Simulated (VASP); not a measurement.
Set up this calculation in VASP 6.6.1, as the native input.

* Task: single point
* Functional: LDA
* Potentials or basis: VASP PAW LDA potentials, release 64 (Si)
* Cutoff: 520 eV
* k mesh: 24 × 24 × 12
* Occupations: gaussian, width 0.15 eV
* Spin: no spin polarisation
* Dipole correction: no
* Further INCAR settings: ALGO = Fast; EDIFF = 1e-06; NBANDS = 11

The structure of Si lies in POSCAR:

```
Si
1.0
    2.5084044741      0.0000000000      0.0000000000
   -1.2542022371      2.1723419976      0.0000000000
    0.0000000000      0.0000000000      5.0886740867
Si
2
Direct
    0.3333333333      0.6666666667      0.2500000000
    0.6666666667      0.3333333333      0.7500000000
```

This isn't the form of Si at room conditions, which is diamond.

One way to write it, as run:

INCAR

```
SYSTEM = Si
ALGO     = Fast           ! electronic algorithm
EDIFF    = 1E-6           ! SCF threshold, eV
ENCUT    = 520            ! plane-wave cutoff, eV
GGA      = CA             ! functional
ISIF     = 2              ! what is computed and relaxed
ISMEAR   = 0              ! smearing method
LASPH    = .True.         ! aspherical terms in the spheres
LCHARG   = .False.        ! write CHGCAR
LREAL    = .False.        ! projectors in reciprocal space
LWAVE    = .False.        ! write WAVECAR
NBANDS   = 11             ! bands
NELM     = 100            ! most SCF steps
PREC     = Accurate       ! precision mode
SIGMA    = 0.15           ! smearing width, eV
```

KPOINTS

```
k-points
0
Gamma
  24 24 12
  0 0 0
```

Potentials or basis: VASP PAW LDA potentials, release 64 (Si).

Launch:

```console
$ cat potpaw_LDA.64/Si/POTCAR > POTCAR
$ mpirun -np 1 vasp_std > vasp.out
```

It gave:

```
Pressure               : 3.6 GPa
Band gap on the k mesh : none (metal or under the smearing width)
```

It took 62 s on 1 thread of Intel(R) Xeon(R) Platinum 8488C (Sapphire Rapids) (shared host), peak memory 0.21 GiB.
